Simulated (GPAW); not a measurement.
## Collinear magnetic orders of linear V chain, spacing 2.959 A with GPAW

Aim: find out whether linear V chain, spacing 2.959 A carries moments, and which collinear order costs least.

Program: GPAW 26.7.0. Level of theory: LDA; plane waves with GPAW's PAW setups, scalar-relativistic. Results are calculated unless marked as measured.

## 1. Starting point

The cell holds 1 atom: 1 V. Cell: a = 12.000 Å, b = 12.000 Å, c = 2.959 Å, α = 90.0°, β = 90.0°, γ = 90.0°. model lattice. Vacuum lies along a and b. The structure's axis is c.

## 2. Order 1, typed as ferro +

The parallel start comes first: it fits the smallest cell, keeps the most symmetry and shows whether parallel moments form.

The input, order1.py:

```python
import json
import numpy as np
from ase import Atoms
from ase.parallel import paropen, parprint
from gpaw import GPAW

atoms = Atoms(['V'],
    cell=[[12.0, 0.0, 0.0],
         [0.0, 12.0, 0.0],
         [0.0, 0.0, 2.959]],
    scaled_positions=[[0.5, 0.5, 0.0]],
    pbc=True,
    magmoms=[1.5])
atoms.calc = GPAW(mode={'name': 'pw', 'ecut': 550},
    xc='LDA',
    kpts={'size': (1, 1, 10), 'gamma': True},
    occupations={'name': 'fermi-dirac', 'width': 0.05},
    convergence={'density': 1e-05, 'energy': 1e-05},
    maxiter=200,
    symmetry={'tolerance': 1e-4},
    txt='order1.txt')
e = atoms.get_potential_energy(force_consistent=True)
res = {'free_energy': e, 'energy_sigma0': atoms.get_potential_energy(), 'fermi_energy': atoms.calc.get_fermi_level()}
res['moments'] = atoms.get_magnetic_moments().tolist()
res['total'] = atoms.get_magnetic_moment()
parprint('site moments (muB):', np.round(res['moments'], 3))
parprint(f"total moment: {res['total']:.3f} muB")
parprint(f'free energy: {e:.6f} eV')
atoms.calc.write('order1.gpw')
with paropen('results.json', 'w') as f:
    json.dump(res, f)
```

The run is started by

```
OMP_NUM_THREADS=1 python3 order1.py > order1.log
```

Output:

```text
site moments (muB): [2.963]
total moment: 4.000 muB
free energy: -4.456185 eV

--- order1.txt ---
Input parameters:
  mode=PW(ecut=550),
  convergence={'density': 1e-05, 'energy': 1e-05},
  kpts=MonkhorstPack(size=(1, 1, 10), gamma=True),
  maxiter=200,
  occupations=Occupations(name='fermi-dirac', width=0.05),
  symmetry=Symmetry(tolerance=0.0001),
  xc=XC(name='LDA')

Diagonalizing LCAO Hamiltonian
Converting LCAO to pw mode
        .----------------------------.
       /|                            |
      / |                            |
     /  |                            |
    /   .----------------------------.
   /   /                            /
  /   /                            /
 *   /                            /
 |  /              V             /
 | /                            /
 |/                            /
 *----------------------------*

Atoms  # Å, Bohr magnetons
|   | symbol |        x |        y |        z |    initial magnetic moments |
|---|--------|----------|----------|----------|-----------------------------|
| 0 |      V | 6.000000 | 6.000000 | 0.000000 | ( 0.0000,  0.0000,  1.5000) |

Unit cell  # Å
| periodic |         x |         y |        z |   lengths |    angles |
|----------|-----------|-----------|----------|-----------|-----------|
|      yes | 12.000000 |  0.000000 | 0.000000 | 12.000000 | 90.000000 |
|      yes |  0.000000 | 12.000000 | 0.000000 | 12.000000 | 90.000000 |
|      yes |  0.000000 |  0.000000 | 2.959000 |  2.959000 | 90.000000 |

Number of symmetries: 16

BZ-sampling:
  Number of BZ points: 10
  Number of IBZ points: 6

  Monkhorst-Pack size: [1, 1, 10]
  Monkhorst-Pack shift: [0.0, 0.0, 0.05]

K-points  # in reciprocal-cell coordinates
|   |                                coordinates |     weight |
|---|--------------------------------------------|------------|
| 0 | (  0.00000000,   0.00000000,   0.00000000) | 0.10000000 |
| 1 | (  0.00000000,   0.00000000,   0.10000000) | 0.20000000 |
| 2 | (  0.00000000,   0.00000000,   0.20000000) | 0.20000000 |
| 3 | (  0.00000000,   0.00000000,   0.30000000) | 0.20000000 |
| 4 | (  0.00000000,   0.00000000,   0.40000000) | 0.20000000 |
| 5 | (  0.00000000,   0.00000000,   0.50000000) | 0.10000000 |

Plane wave coefficients: 12531
Cutoff: 550.0 eV

Spin-components: 2 (collinear spins)
Bands:           13
Projectors:      6
Spin-degeneracy: 1
Datatype:        complex128

Parallelization:
  kpt:    1
  domain: 1
  band:   1

Density:
  Valence electrons: 13.0
  Components: 2
  Grid points: [70 70 18]
  Charge: 0.0  # |e|

Potential:
  Grid points: [70 70 18]

species:
  V:
    name:    Vanadium
    Z:       23.0
    valence: 13
    core:    10
    charge:  0.0  # [|e|]
    compensation charges:
      type: gauss
      rc: 0.37  # [Å]
      lmax: 2
    cutoffs:
      filter: 2.14  # [Å]
      core: 0.96  # [Å]
    projectors
    | kind |    occ | energy [eV] | rcut [Å] |
    |------|--------|-------------|----------|
    |   3s |  2.000 |     -69.819 |    1.254 |
    |   4s |  2.000 |      -4.846 |    1.254 |
    |   3p |  6.000 |     -43.961 |    1.281 |
    |   4p |  0.000 |      -1.526 |    1.281 |
    |   3d |  3.000 |      -5.381 |    1.169 |
    |    d |        |      21.830 |    1.169 |

    Using partial waves for V as LCAO basis

Reference energy: -25767.601835  # eV

eigensolver:
  PPCG
  Converge bands: occupied
  niter=2

density mixing:
  MSR1-Mixer
  Pratt-step length: 0.05
  Maximum mixing coefficient: 0.75
  Old densities: 10
  SVD Regularization: 0.005
  Good broyden scale: 1.0
  Trust region scale: 1.0
  Backstep threshold: 4.0
  History deletion threshold: 6.0
  Fourier metric: weight=20.0, sigma=0.015

occupation numbers:
  Fermi-Dirac:
    width: 0.0500  # eV

poisson solver:
  ecut: 4400.0  # eV

xc functional:
  name: None

convergence criteria:
- Maximum integral of absolute [dens]ity change: 1e-05 electrons / valence electron
- Maximum [total energy] change in last 3 cyles: 1e-05 eV / valence electron
- Maximum integral of absolute [eigenst]ate change: 4e-08 eV^2 / valence electron
maximum number of iterations: 200

SCF iterations
|iter     |      energy | eigst |  dens |  magmom |
|---------|-------------|-------|-------|---------|
|iter:   1|       0s |   -4.128500 | +0.22 |       |  +1.5048|
|iter:   2|       3s |   -4.005758 | -0.77 | -0.55 |  +1.6197|
|iter:   3|       5s |   -4.321813 | -1.14 | -0.59 |  +2.9618|
|iter:   4|       7s |   -4.436905 | -1.82 | -0.97 |  +3.8707|
|iter:   5|      10s |   -4.435864 | -2.47 | -1.73 |  +4.0163|
|iter:   6|      12s |   -4.436099 | -3.46 | -2.20 |  +3.9771|
|iter:   7|      14s |   -4.436129 | -4.18 | -2.57 |  +3.9910|
|iter:   8|      17s |   -4.436126c| -4.57 | -2.93 |  +4.0009|
|iter:   9|      19s |   -4.436130c| -5.14 | -3.70 |  +4.0003|
|iter:  10|      21s |   -4.436133c| -5.58 | -4.19 |  +4.0000|
|iter:  11|      24s |   -4.436133c| -6.06 | -5.04c|  +4.0001|
|iter:  12|      26s |   -4.436133c| -6.48 | -5.33c|  +4.0001|
|iter:  13|      28s |   -4.436133c| -6.95 | -5.89c|  +4.0001|
|iter:  14|      30s |   -4.436133c| -7.36 | -6.24c|  +4.0001|
|iter:  15|      32s |   -4.436133c| -7.61c| -6.74c|  +4.0001|

Converged in 15 steps
Energy contributions relative to reference atoms: (reference = -25767.601835)

Energy contributions:
  Kinetic:          -3.454785
  Coulomb:           5.799411
  Zero:              0.047260
  External:          0.000000
  Xc:               -6.807967
  Entropy:          -0.040104
  Spinorbit:         0.000000
  ----------------------------
  Free energy:      -4.456185
  Extrapolated:     -4.436133

dipole moment: (0.000000, 0.000000, -6.956824)  # |e|*Ang

Total magnetic moment: (0.000000, 0.000000, 4.000064)

Local magnetic moments
|        x |        y |        z |
|----------|----------|----------|
| 0.000000 | 0.000000 | 2.963276 |  # V    0

Fermi level: -3.483
Eigenvalues  # (at kpt = [0.000, 0.000, 0.000])
| band index |      eig [eV] | occ [0-1] |      eig [eV] | occ [0-1] |
|------------|---------------|-----------|---------------|-----------|
|          0 |       -67.597 |     1.000 |       -64.713 |     1.000 |
|          1 |       -41.815 |     1.000 |       -39.075 |     1.000 |
|          2 |       -41.800 |     1.000 |       -38.900 |     1.000 |
|          3 |       -41.800 |     1.000 |       -38.900 |     1.000 |
|          4 |        -6.344 |     1.000 |        -4.783 |     1.000 |
|          5 |        -4.318 |     1.000 |        -2.158 |     0.000 |
|          6 |        -3.827 |     0.999 |        -1.354 |     0.000 |
|          7 |        -3.827 |     0.999 |        -1.350 |     0.000 |
|          8 |        -2.921 |     0.000 |        -1.302 |     0.000 |
|          9 |        -2.921 |     0.000 |        -1.302 |     0.000 |
|         10 |        -2.156 |     0.000 |        -0.276 |     0.000 |
|         11 |        -2.156 |     0.000 |        -0.276 |     0.000 |
|         12 |         0.099 |     0.000 |         0.267 |     0.000 |

No gap
No difference between direct/indirect transitions
```

Elapsed: 37 s, on 1 MPI rank of Intel Xeon Platinum 8488C (Sapphire Rapids), shared host; peak memory 0.36 GiB.

Numbers from this step:

| Property | Result |
| --- | --- |
| magnetization | 4.000 μB |
| final state | ferromagnetic |
| largest moment | 2.963 μB |

After 15 cycles the largest moment stands at 2.96 μB.

## 3. Order 2, typed as antiferro q=(0,0,1/2) +-

Reversing part of the moments tests the sign of the couplings between them.

The cell is doubled to 2 atoms to hold this order. Its mesh is chosen so that both cells sample the same points.

order2.py is the script of step 2 with these lines changed:

```diff
@@ -6,12 +6,13 @@
 
-atoms = Atoms(['V'],
+atoms = Atoms(['V', 'V'],
     cell=[[12.0, 0.0, 0.0],
          [0.0, 12.0, 0.0],
-         [0.0, 0.0, 2.959]],
-    scaled_positions=[[0.5, 0.5, 0.0]],
+         [0.0, 0.0, 5.918]],
+    scaled_positions=[[0.5, 0.5, 0.0],
+         [0.5, 0.5, 0.5]],
     pbc=True,
-    magmoms=[1.5])
+    magmoms=[1.5, -1.5])
 atoms.calc = GPAW(mode={'name': 'pw', 'ecut': 550},
     xc='LDA',
-    kpts={'size': (1, 1, 10), 'gamma': True},
+    kpts={'size': (1, 1, 5), 'gamma': True},
     occupations={'name': 'fermi-dirac', 'width': 0.05},
@@ -20,3 +21,3 @@
     symmetry={'tolerance': 1e-4},
-    txt='order1.txt')
+    txt='order2.txt')
 e = atoms.get_potential_energy(force_consistent=True)
@@ -28,3 +29,3 @@
 parprint(f'free energy: {e:.6f} eV')
-atoms.calc.write('order1.gpw')
+atoms.calc.write('order2.gpw')
 with paropen('results.json', 'w') as f:
```

The run is started by

```
OMP_NUM_THREADS=1 python3 order2.py > order2.log
```

Output:

```text
site moments (muB): [ 2.848 -2.848]
total moment: 0.000 muB
free energy: -8.341103 eV

--- order2.txt ---
Input parameters:
  mode=PW(ecut=550),
  convergence={'density': 1e-05, 'energy': 1e-05},
  kpts=MonkhorstPack(size=(1, 1, 5), gamma=True),
  maxiter=200,
  occupations=Occupations(name='fermi-dirac', width=0.05),
  symmetry=Symmetry(tolerance=0.0001),
  xc=XC(name='LDA')

Diagonalizing LCAO Hamiltonian
Converting LCAO to pw mode
        .----------------------------.
       /|                            |
      / |                            |
     /  |                            |
    /   |                            |
   /    |                            |
  /     |                            |
 *      .----------V-----------------.
 |     /                            /
 |    /                            /
 |   /                            /
 |  /              V             /
 | /                            /
 |/                            /
 *----------------------------*

Atoms  # Å, Bohr magnetons
|   | symbol |        x |        y |        z |    initial magnetic moments |
|---|--------|----------|----------|----------|-----------------------------|
| 0 |      V | 6.000000 | 6.000000 | 0.000000 | ( 0.0000,  0.0000,  1.5000) |
| 1 |      V | 6.000000 | 6.000000 | 2.959000 | ( 0.0000,  0.0000, -1.5000) |

Unit cell  # Å
| periodic |         x |         y |        z |   lengths |    angles |
|----------|-----------|-----------|----------|-----------|-----------|
|      yes | 12.000000 |  0.000000 | 0.000000 | 12.000000 | 90.000000 |
|      yes |  0.000000 | 12.000000 | 0.000000 | 12.000000 | 90.000000 |
|      yes |  0.000000 |  0.000000 | 5.918000 |  5.918000 | 90.000000 |

Number of symmetries: 16

BZ-sampling:
  Number of BZ points: 5
  Number of IBZ points: 3

  Monkhorst-Pack size: [1, 1, 5]
  Monkhorst-Pack shift: [0, 0, 0]

Plane wave coefficients: 25015
Cutoff: 550.0 eV

Spin-components: 2 (collinear spins)
Bands:           20
Projectors:      12
Spin-degeneracy: 1
Datatype:        complex128

Parallelization:
  kpt:    1
  domain: 1
  band:   1

Density:
  Valence electrons: 26.0
  Components: 2
  Grid points: [70 70 35]
  Charge: 0.0  # |e|

Potential:
  Grid points: [70 70 35]

[... setups left out ...]
Reference energy: -51535.203669  # eV

eigensolver:
  PPCG
  Converge bands: occupied
  niter=2

density mixing:
  MSR1-Mixer
  Pratt-step length: 0.05
  Maximum mixing coefficient: 0.75
  Old densities: 10
  SVD Regularization: 0.005
  Good broyden scale: 1.0
  Trust region scale: 1.0
  Backstep threshold: 4.0
  History deletion threshold: 6.0
  Fourier metric: weight=20.0, sigma=0.015

occupation numbers:
  Fermi-Dirac:
    width: 0.0500  # eV

poisson solver:
  ecut: 4400.0  # eV

xc functional:
  name: None

convergence criteria:
- Maximum integral of absolute [dens]ity change: 1e-05 electrons / valence electron
- Maximum [total energy] change in last 3 cyles: 1e-05 eV / valence electron
- Maximum integral of absolute [eigenst]ate change: 4e-08 eV^2 / valence electron
maximum number of iterations: 200

SCF iterations
|iter     |      energy | eigst |  dens |  magmom |
|---------|-------------|-------|-------|---------|
|iter:   1|       0s |   -8.442131 | +0.25 |       |  +0.0000|
|iter:   2|       3s |   -8.088757 | -0.99 | -0.59 |  -0.0000|
|iter:   3|       7s |   -7.849430 | -0.84 | -0.65 |  +0.0003|
|iter:   4|      10s |   -8.038833 | -1.56 | -0.81 |  -0.0087|
|iter:   5|      14s |   -9.797905 | -1.05 | -0.96 |  +0.1199|
|iter:   6|      17s |   -8.356695 | -1.16 | -0.59 |  +0.1090|
|iter:   7|      21s |   -8.228103 | -1.59 | -0.80 |  +0.0321|
|iter:   8|      25s |   -8.322840 | -2.27 | -1.23 |  +0.1387|
|iter:   9|      28s |   -8.230574 | -2.49 | -0.87 |  +0.0662|
|iter:  10|      32s |   -8.224636 | -3.24 | -1.37 |  +0.0816|
[... 20 iterations left out ...]
|iter:  31|     109s |   -8.225635c| -6.09 | -3.33 |  +0.0037|
|iter:  32|     113s |   -8.225596c| -6.23 | -3.52 |  +0.0031|
|iter:  33|     116s |   -8.225587c| -6.33 | -3.74 |  +0.0027|
|iter:  34|     120s |   -8.225577c| -6.74 | -4.01 |  +0.0006|
|iter:  35|     124s |   -8.225574c| -7.38 | -4.47 |  -0.0001|
|iter:  36|     127s |   -8.225579c| -7.41c| -4.36 |  +0.0003|
|iter:  37|     129s |   -8.225578c| -7.70c| -4.60 |  +0.0001|
|iter:  38|     131s |   -8.225577c| -8.04c| -4.80 |  -0.0000|
|iter:  39|     133s |   -8.225577c| -7.93c| -4.98 |  +0.0000|
|iter:  40|     135s |   -8.225577c| -8.21c| -5.08c|  +0.0000|

Converged in 40 steps
Energy contributions relative to reference atoms: (reference = -51535.203669)

Energy contributions:
  Kinetic:          -7.018529
  Coulomb:          12.445458
  Zero:              0.096151
  External:          0.000000
  Xc:              -13.633132
  Entropy:          -0.231051
  Spinorbit:         0.000000
  ----------------------------
  Free energy:      -8.341103
  Extrapolated:     -8.225577

dipole moment: (0.000000, 0.000000, -13.883699)  # |e|*Ang

Total magnetic moment: (0.000000, 0.000000, 0.000036)

Local magnetic moments
|        x |        y |         z |
|----------|----------|-----------|
| 0.000000 | 0.000000 |  2.848461 |  # V    0
| 0.000000 | 0.000000 | -2.848448 |  # V    1

Fermi level: -3.453
Eigenvalues  # (at kpt = [0.000, 0.000, 0.000])
| band index |      eig [eV] | occ [0-1] |      eig [eV] | occ [0-1] |
|------------|---------------|-----------|---------------|-----------|
|          0 |       -67.246 |     1.000 |       -67.246 |     1.000 |
|        ... |               |           |               |           |
|          6 |       -38.845 |     1.000 |       -38.845 |     1.000 |
|          7 |       -38.596 |     1.000 |       -38.596 |     1.000 |
|          8 |        -5.457 |     1.000 |        -5.456 |     1.000 |
|          9 |        -3.644 |     0.978 |        -3.644 |     0.978 |
|         10 |        -3.644 |     0.978 |        -3.644 |     0.978 |
|         11 |        -3.566 |     0.905 |        -3.566 |     0.905 |
|         12 |        -3.494 |     0.694 |        -3.494 |     0.694 |
|         13 |        -3.492 |     0.687 |        -3.493 |     0.688 |
|         14 |        -1.423 |     0.000 |        -1.423 |     0.000 |
|         15 |        -1.132 |     0.000 |        -1.132 |     0.000 |
|         16 |        -1.100 |     0.000 |        -1.101 |     0.000 |
|         17 |        -1.095 |     0.000 |        -1.094 |     0.000 |
|         18 |        -0.687 |     0.000 |        -0.687 |     0.000 |
|         19 |        -0.687 |     0.000 |        -0.687 |     0.000 |

Gap: 0.163 eV
Transition (v -> c):
  (s=0, k=2, n=13, [0.00, 0.00, 0.40]) -> (s=0, k=2, n=14, [0.00, 0.00, 0.40])
No difference between direct/indirect transitions
```

It took 2.4 min on 1 MPI rank; peak memory 0.62 GiB.

Numbers from this step:

```
magnetization  : 0 μB
final state    : antiferromagnetic
largest moment : 2.848 μB
```

It lies 286 meV a seeded atom over the first start, and its largest moment is 2.85 μB against 2.96 μB.

## 4. Run 3 (no spin polarisation)

A run without seeds gives the energy of the state without moments.

The input, nospin.py:

```python
import json
import numpy as np
from ase import Atoms
from ase.parallel import paropen, parprint
from gpaw import GPAW

atoms = Atoms(['V'],
    cell=[[12.0, 0.0, 0.0],
         [0.0, 12.0, 0.0],
         [0.0, 0.0, 2.959]],
    scaled_positions=[[0.5, 0.5, 0.0]],
    pbc=True)
atoms.calc = GPAW(mode={'name': 'pw', 'ecut': 550},
    xc='LDA',
    kpts={'size': (1, 1, 10), 'gamma': True},
    occupations={'name': 'fermi-dirac', 'width': 0.05},
    convergence={'density': 1e-05, 'energy': 1e-05},
    maxiter=200,
    symmetry={'tolerance': 1e-4},
    txt='nospin.txt')
e = atoms.get_potential_energy(force_consistent=True)
res = {'free_energy': e, 'energy_sigma0': atoms.get_potential_energy(), 'fermi_energy': atoms.calc.get_fermi_level()}
parprint(f'free energy: {e:.6f} eV')
atoms.calc.write('nospin.gpw')
with paropen('results.json', 'w') as f:
    json.dump(res, f)
```

The run is started by

```
OMP_NUM_THREADS=1 python3 nospin.py > nospin.log
```

Output:

```text
free energy: -3.019660 eV

--- nospin.txt ---
Input parameters:
  mode=PW(ecut=550),
  convergence={'density': 1e-05, 'energy': 1e-05},
  kpts=MonkhorstPack(size=(1, 1, 10), gamma=True),
  maxiter=200,
  occupations=Occupations(name='fermi-dirac', width=0.05),
  symmetry=Symmetry(tolerance=0.0001),
  xc=XC(name='LDA')

Diagonalizing LCAO Hamiltonian
Converting LCAO to pw mode
        .----------------------------.
[...]
|------------|---------------|-----------|
|          0 |       -67.518 |     2.000 |
|          1 |       -41.852 |     2.000 |
|          2 |       -41.852 |     2.000 |
|          3 |       -41.356 |     2.000 |
|          4 |        -5.795 |     2.000 |
[...]
|          8 |        -2.570 |     0.000 |
|          9 |        -2.570 |     0.000 |
|         10 |        -1.902 |     0.000 |
|         11 |        -1.902 |     0.000 |

No gap
No difference between direct/indirect transitions


[key lines of the parts left out:]
Free energy:      -3.019660
Converged in 15 steps
dipole moment: (0.000000, 0.000000, -7.053460)  # |e|*Ang
Fermi level: -3.669
```

Elapsed: 17 s, on 1 MPI rank; peak memory 0.27 GiB.

Numbers from this step:

```yaml
final_state: non-magnetic (no spin polarisation)
```

It lies 1437 meV a seeded atom over the first start.

## 5. The states side by side

These are free energies at a smearing of 0.05 eV, so its entropy term is in the differences. They are divided by the number of seeded atoms, so that cells of unlike size compare. Wavevectors q in the names are fractions of the reciprocal vectors of the first run's cell.

Orders:

```
                   start        final state  typed order kept  energy over the lowest (meV a seeded atom)  largest site moment (μB)  net moment (μB a primitive cell)  mesh matched  CPU time (s)
                 ferro +      ferromagnetic               yes                                           0                     2.963                                 4           yes         36.48
antiferro q=(0,0,1/2) +-  antiferromagnetic               yes                                       285.6                     2.848                                 0           yes         142.7
    no spin polarisation       non-magnetic                 -                                        1437                         0                                 0           yes         16.91
```

## 6. Outcome

```yaml
lowest_state_found: ferromagnetic (typed ferro +)
largest_site_moment: 2.96 μB
next_state: antiferromagnetic, 286 meV a seeded atom higher
energy_gained_by_spin_polarisation: 1437 meV a seeded atom
```

What this shows: The lowest state found is ferromagnetic, reached from the start ferro +, with moments up to 2.96 μB. The next state costs 286 meV a seeded atom. This is the lowest of 3 finished starts, no proof of the ground state.

[Logs and program files are shortened in this print: banners, set-up blocks, solver, clock and traceback lines can be left out without a mark of their own.]

[Logs are printed without paths, hosts, clocks, repeated set-up lines and the standing remarks that a program may print on its own settings, such as how far it seeks lower states.]

[Hosts, paths, dates, database ids (printed as entryN), source tags and the programs' standing remarks are cut or masked in the printed files.]

[Where a cell is said to come from a database of computed structures, the database is the Materials Project.]
